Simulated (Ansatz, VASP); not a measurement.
# SrIr2 in two plane-wave programs, part 2 of 2

One calculation is typed for both programs; each brings its own data sets and cutoff. How far apart do they land?

VASP 6.6.1 and Ansatz 0.2.0.

So far: Set-up; VASP: relaxation of cell and atoms, r2SCAN with rVV10.

## Step 3: Ansatz: relaxation of cell and atoms, r2SCAN with rVV10

Level of this step: Ansatz beside VASP: Kohn-Sham DFT, plane waves, r2SCAN with rVV10 (Ansatz).

Ansatz runs on its default PAW (the set named soft_2) files.

The same cell, functional, mesh and smearing now go to Ansatz, which takes its cutoff from its data sets.

The input, input.yaml:

```yaml
crystal:
  lattice:
    - [0.0, 3.8555160189, 3.8555160189]
    - [3.8555160189, 0.0, 3.8555160189]
    - [3.8555160189, 3.8555160189, 0.0]
  atoms:
    - { symbol: Sr, position: [0.25, 0.25, 0.25] }
    - { symbol: Sr, position: [0.0, 0.0, 0.0] }
    - { symbol: Ir, position: [0.625, 0.125, 0.625] }
    - { symbol: Ir, position: [0.625, 0.625, 0.125] }
    - { symbol: Ir, position: [0.125, 0.625, 0.625] }
    - { symbol: Ir, position: [0.625, 0.625, 0.625] }
hamiltonian:
  xc: r2scan
  pseudopotentials: { kind: paw }
  dispersion: rvv10
kpoints:
  mp_grid: { grid: [5, 5, 5] }
scf:
  occupations: { method: fermi_dirac, width: 0.05 }
relax:
  f_tol: 0.01
  max_steps: 60
  cell: { stress_tol: 0.05 }
output:
  forces: true
  stress: true
```

The run is started by

```
$ ansatz run input.yaml --threads 4 --pin off --max-ram 9216MiB --backend cpu --events-out ev --progress --plain --runs-dir out
```

Numbers of over 12 decimals in the logs are rounded to 6 here.

What it wrote:

```text
Engine: ansatz 0.2.0, aarch64-unknown-linux-gnu
Pseudopotentials: kind: paw
Pseudopotential: Sr, paw, valence charge 10, recommended cutoff 500 eV (meta_gga), Sr.paw.azcp
Pseudopotential: Ir, paw, valence charge 17, recommended cutoff 500 eV (meta_gga), Ir.paw.azcp
Functional definition: r2SCAN+rVV10
  parameter k0 = 0.174
  parameter k1 = 0.065
  parameter a1 = 4.9479
  exchange = r2scan_x(k0 = k0, k1 = k1, a1 = a1)
  correlation = r2scan_c + rvv10(11.95, 0.0093)
Crystal: 6 atoms, lattice volume = 114.625 Å³
Basis set: ecut = 500 eV, 2891 PW (Γ), exchange–correlation on 180×180×180 points (64 copies of the dense FFT grid, shifted against one another)
Bands: 53, of which v1, the nominal top of the filled ones, is band 44 counted from 1 (43 counted from 0)
Symmetry: 48 space group operations
Space group: Fd-3m (ITA 227), of the structure as read, at distance tolerance 4.9e-5 Å
k-points: 10 of 125
Non-local potential: Sr, projectors of the file, l = 0: 3, l = 1: 2, l = 2: 2
Non-local potential: Ir, projectors of the file, l = 0: 3, l = 1: 2, l = 2: 2, l = 3: 1
PAW form: soft (Blöchl's): semilocal exchange-correlation on the pseudo side does not see the compensation charge
rVV10 density: all electrons in the spheres
PAW frozen core: Sr, regenerated for the run's functional (the file was generated under x = pbe(κ = 0.804, μ = 0.219515), c = pbe(β = 0.066725))
PAW frozen core: Ir, regenerated for the run's functional (the file was generated under x = pbe(κ = 0.804, μ = 0.219515), c = pbe(β = 0.066725))
PAW one-centre angular grid: Sr, 302 points (default); XC on 160 Gauss nodes
PAW one-centre angular grid: Ir, 590 points (default); XC on 160 Gauss nodes
Initial density: superposition of atomic densities (neutral atoms: chi_scale 0, normalization atom), corrected by the library's trained network
Initial wavefunctions: pseudopotential atomic-orbital guess
Functional: x = r2scan, c = r2scan + rvv10(b = 11.95, C = 0.0093); τ floored in thin density (d = 2e-4 eV/Å³)
SCF iter   1: F=—  HF=-54892.293572 eV  |F-HF|=—  |Δ(HF+E_count)|=         —  Δρ=1.47e-2  dr2=2.96e-1  dr2_τ=1.76e-1  ethr=1.77e-3  ⟨swp⟩=8.2  Hψ=2308  notcnv=0  defer=6
preconditioner: auto → Kerker (q_TF=auto, 2.611 Å⁻¹)  [metal: Δε(μ)=0.094 eV  Ē_g=8.864 eV  σ=0.050 eV  W_gap=0.41  n_scr=26 (ndim 8)  ℏωp=25.0 eV  f_vac=0.000  D(μ)=6.81/eV (n_scr^D=64)]
SCF iter   2: F=—  HF=-54892.504806 eV  |F-HF|=—  |Δ(HF+E_count)|=   2.11e-1  Δρ=7.39e-3  dr2=8.28e-2  dr2_τ=5.05e-3  ethr=3.37e-4  ⟨swp⟩=3.8  Hψ=940  notcnv=0  defer=22
SCF iter   3: F=—  HF=-54892.494252 eV  |F-HF|=—  |Δ(HF+E_count)|=   1.06e-2  Δρ=1.79e-3  dr2=6.65e-3  dr2_τ=4.62e-4  ethr=9.40e-5  ⟨swp⟩=3.0  Hψ=774  notcnv=0  defer=22
SCF iter   4: F=—  HF=-54892.493382 eV  |F-HF|=—  |Δ(HF+E_count)|=   8.70e-4  Δρ=5.50e-4  dr2=1.04e-3  dr2_τ=2.42e-5  ethr=7.56e-6  ⟨swp⟩=2.6  Hψ=920  notcnv=0  defer=22
SCF iter   5: F=—  HF=-54892.493242 eV  |F-HF|=—  |Δ(HF+E_count)|=   1.41e-4  Δρ=2.90e-4  dr2=9.43e-5  dr2_τ=9.61e-6  ethr=1.18e-6  ⟨swp⟩=2.0  Hψ=745  notcnv=0  defer=22
SCF iter   6: F=—  HF=-54892.493427 eV  |F-HF|=—  |Δ(HF+E_count)|=   1.85e-4  Δρ=4.29e-5  dr2=1.90e-6  dr2_τ=8.09e-8  ethr=1.07e-7  ⟨swp⟩=2.0  Hψ=700  notcnv=0  defer=22
SCF iter   7: F=-54892.493428 eV  HF=-54892.493428 eV  |F-HF|=3.51e-8  |Δ(HF+E_count)|=   1.14e-6  Δρ=8.43e-6  dr2=6.93e-8  dr2_τ=3.27e-9  ethr=1.14e-10  ⟨swp⟩=3.6  Hψ=2290  notcnv=0
SCF 1 converged in 7 iterations: F = -54892.493428 eV  dr2 = 6.93e-8
  greatest PAW one-centre occupation: 1.000 electrons in one spin orbital (limit 2), on the Ir atom at site 5 (counted from 0), in its partial waves of l = 1
relax step   1: F+E_penalty+E_count = -54892.49342778 eV  Δ(F+E_penalty+E_count) = +0.000e0 eV  max|allowed force component| = 5.011e-18 eV/Å  Δτ_max = 0.0000 Å  P = -2.747 GPa  Ω = 114.625 Å³  (7 SCF iters, dr2 threshold 1.00e-7 eV, accepted)
[...]
relax step   2: F+E_penalty+E_count = -54892.45787157 eV  Δ(F+E_penalty+E_count) = +3.556e-2 eV  max|allowed force component| = 1.002e-17 eV/Å  Δτ_max = 0.0000 Å  P = +5.410 GPa  Ω = 109.362 Å³  energy of the carried Pulay correction = +2.238e-3 eV  (6 SCF iters, dr2 threshold 6.00e-7 eV, rejected (line search))
[...]
relax step   3: F+E_penalty+E_count = -54892.51098298 eV  Δ(F+E_penalty+E_count) = -1.756e-2 eV  max|allowed force component| = 1.581e-17 eV/Å  Δτ_max = 0.0000 Å  P = -0.157 GPa  Ω = 112.797 Å³  energy of the carried Pulay correction = +7.656e-4 eV  (9 SCF iters, accepted)
[...]
relax step   4: F+E_penalty+E_count = -54892.51108082 eV  Δ(F+E_penalty+E_count) = -9.784e-5 eV  max|allowed force component| = 1.156e-17 eV/Å  Δτ_max = 0.0000 Å  P = +0.005 GPa  Ω = 112.688 Å³  energy of the carried Pulay correction = +8.117e-4 eV  (4 SCF iters, dr2 threshold 6.17e-8 eV, accepted)
[...]
relax step   5: F+E_penalty+E_count = -54892.51031139 eV  Δ(F+E_penalty+E_count) = +7.694e-4 eV  max|allowed force component| = 6.264e-18 eV/Å  Δτ_max = 0.0000 Å  P = -0.000 GPa  Ω = 112.688 Å³  stress off target by 1.23e-4 GPa  SCF on the basis re-selected at this cell (its energy is not comparable with the rows above)  (6 SCF iters)
basis re-selected at this cell: Δ(F+E_penalty+E_count) = +7.694e-4 eV, ΔP = -0.005 GPa vs the last step (what re-selecting the basis moved, of the pressure what is left beyond the Pulay correction that the steps carried, after the strain that the cell walked since its last selection, with what the two solves' SCF thresholds leave and, on support functions, any second-order correction that the steps lacked; it is no m [...]
SCF converged after 6 iterations
Free energy (F): -54892.510311 eV
Harris-Foulkes:  -54892.510311 eV  (|F-HF|=2.18e-11)
Internal energy: -54892.457886 eV  (E = F + TS)
E sigma→0 (E₀):  -54892.484099 eV
Entropy (-TS):   -0.052425 eV (-8.738 meV/atom)
Fermi energy:    17.213251 eV
--- Per-component energies (eV) ---
  E_band       = -883.739987
  E_kinetic    = 2990.666095
  E_local      = -7661.408688  (includes V_loc(G=0)·N_el)
  E_nonlocal   = 704.798186
  E_hartree    = 2857.435448
  E_xc         = -1335.733666
  E_vxc        = -1691.006503  (∫ρ·V_xc dr)
  E_paw        = -42431.244901  (= ΣΔE_a)
  E_vpaw       = -1044.061461  (= ΣTr[D̂ρ^β])
  E_aug_tail   = -0.000091  (compensation charges beyond the density's cutoff)
  E_vtau       = 102.401340  (kinetic-family band-sum trace: ∫τ·v_τ [+ j·A + Jᵃ·Aᵃ] dr)
  E_ewald      = -10015.410621
  E_core_change = -1.559647  (= ΣΔE_core)
  E_smearing   = -0.052425  (= −TS)
  E_closure    = -0.000000  (closes the sum)
  Σ components = -54892.510311   (vs F -54892.510311, Δ=0.00e0)
--- Forces (eV/Å), atoms counted from 1 ---
  atom   1  Sr    -0.00000000     0.00000000    -0.00000000
  atom   2  Sr     0.00000000    -0.00000000    -0.00000000
  atom   3  Ir     0.00000000    -0.00000000    -0.00000000
  atom   4  Ir     0.00000000    -0.00000000     0.00000000
  atom   5  Ir     0.00000000    -0.00000000    -0.00000000
  atom   6  Ir     0.00000000    -0.00000000    -0.00000000
  max |Σ_I F_I| component: 8.67e-18 eV/Å
--- Stress (GPa, compression-positive) ---
       -0.000123       0.000000       0.000000
        0.000000      -0.000123       0.000000
        0.000000       0.000000      -0.000123
  P = ⅓ Tr σ = -0.0001 GPa (-0.001 kbar)
--- Relaxed structure (4 steps of the walk, 3 accepted, 1 SCFs on fresh bases) ---
  F+E_penalty+E_count = -54892.51031139 eV   max|allowed force component| = 6.264e-18 eV/Å   (the final SCF, on the basis selected at the relaxed cell)
  cell:  # Å, volume = 112.6878 Å³
    - [0, 3.833678, 3.833678]
    - [3.833678, 0, 3.833678]
    - [3.833678, 3.833678, 0]
  atoms:
    - { symbol: Sr, position: [0.250000, 0.250000, 0.250000] }
    - { symbol: Sr, position: [0, 0, 0] }
    - { symbol: Ir, position: [0.625, 0.125, 0.625] }
    - { symbol: Ir, position: [0.625, 0.625, 0.125] }
    - { symbol: Ir, position: [0.125, 0.625, 0.625] }
    - { symbol: Ir, position: [0.625, 0.625, 0.625] }
```

Wall time 15 s (4 threads of Arm Neoverse V2, shared host); peak memory 0.86 GiB.

## Step 4: Side by side

Known differences besides the potentials themselves: VASP keeps PBE cores, Ansatz makes them for the functional; both relaxations stop at a tolerance, which leaves soft axes loose, and VASP keeps its plane-wave basis; the data sets hold 88 valence electrons in Ansatz (default PAW (the set named soft_2) files) and 56 in VASP; the cutoff is 500 eV in Ansatz and 520 eV in VASP; Ansatz adds a Pulay correction to the stress that steers its cell, VASP none. Total energies have different zeros and are not compared.

Both answers:

| quantity | Ansatz | VASP | difference |
| --- | --- | --- | --- |
| volume (Å³) | 112.69 | 113.72 | -0.91 % |
| edge a after relaxation, in the typed setting (Å) | 5.422 | 5.438 | -0.30 % |

The walks stopped with 0.00 GPa left in Ansatz and 0.00 GPa in VASP; each walk ends within a tolerance, so the volume difference is uncertain by about these residues over the bulk modulus, most in soft cells.

## Step 5: Summary of results

| Property | Result |
| --- | --- |
| difference in volume (relaxation of cell and atoms, r2SCAN with rVV10) | -0.91 % |

What this shows: The difference in volume is -0.91 % (relaxation of cell and atoms, r2SCAN with rVV10), within the 1.2 % picked in this series as the mark of a large difference, as far as the stopping tolerances let one tell. Such differences can come from data sets, numerical settings and the points named under the comparisons, not from the functional's error against experiment.

[Lines on the potential files, build, host, timing and source positions are cut from VASP's logs without a mark.]

[Logs are printed without paths, hosts, clocks, repeated set-up lines and the standing remarks that a program may print on its own settings, such as how far it seeks lower states.]

[Hosts, paths, dates, database ids (printed as entryN), source tags and the programs' standing remarks are cut or masked in the printed files.]
